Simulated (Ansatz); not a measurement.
## SrO, space group P6_3mc: the levels without and with spin-orbit coupling, step by step

With the Ansatz DFT code, driven from Python.

The cells in order, each with its output:

In [1]:
```python
import ansatz as az
```

In [2]:
```python
system = (
    az.Lattice.from_parameters(4.275466, 4.275466, 5.155595, alpha=90.0, beta=90.0, gamma=120.0)
    .atom("Sr", (1 / 3, 2 / 3, 0.938128))
    .atom("Sr", (2 / 3, 1 / 3, 0.438128))
    .atom("O", (1 / 3, 2 / 3, 0.436872))
    .atom("O", (2 / 3, 1 / 3, 0.936872))
)
```

In [3]:
```python
[site.symbol for site in system.resolved().sites]
```
Out [3]:
```text
['Sr', 'Sr', 'O', 'O']
```

In [4]:
```python
base = (
    system.calculation()
    .functional("pbesol")
    .kpoints(5, 5, 4)
    .occupations(az.OccupationsMethod.FIXED)
    .band_table()
)
for label, variant in (("scalar-relativistic", base), ("spin-orbit", base.spin(soc=True))):
    r = variant.run(threads=1).report
    zero = r["band_edges_ev"][0] if r.get("band_edges_ev") else r["fermi_energy_ev"]
    near = [round(e - zero, 3) for e in r["eigenvalues_ev"][0] if abs(e - zero) < 4]
    print(label)
    print("  band edges (eV):", [round(e, 3) for e in r.get("band_edges_ev") or []] or "none reported")
    print("  levels at k =", r["kpoints_frac"][0], "within 4 eV of the zero:", near)
```
```text
DeckWarning: basis.ecutwfc = 420 eV, auto-derived from the records' recommended cutoffs: set by Sr (normal level)
scalar-relativistic
  band edges (eV): [5.819, 8.343]
  levels at k = [0.0, 0.0, 0.0] within 4 eV of the zero: [-1.039, -1.039, -0.871, -0.871, -0.317, 0.0, 2.524]
spin-orbit
  band edges (eV): [5.819, 8.343]
  levels at k = [0.0, 0.0, 0.0] within 4 eV of the zero: [-1.048, -1.048, -1.031, -1.031, -0.9, -0.9, -0.844, -0.844, -0.315, -0.315, -0.0, 0.0, 2.524, 2.524]
```

Reading the output:
- Within a few hundredths of an angstrom the cell has the higher group P6_3/mmc; the lower one is a small distortion.
- This cell is a computed structure, which may not be the phase found in nature.
- Gaps and levels are Kohn-Sham values on a finite set of k-points.
- Warnings are shown shortened and without file and line.
- With spin-orbit coupling each level holds one electron and, with inversion or at time-reversal points, comes in pairs; a window in energy can cut a split set.
- Hardware and time: 14 s on 1 thread of Arm Neoverse V2 (shared host), peak memory 0.49 GiB.

(Lines on the test bed's own set-up are left out of the output.)
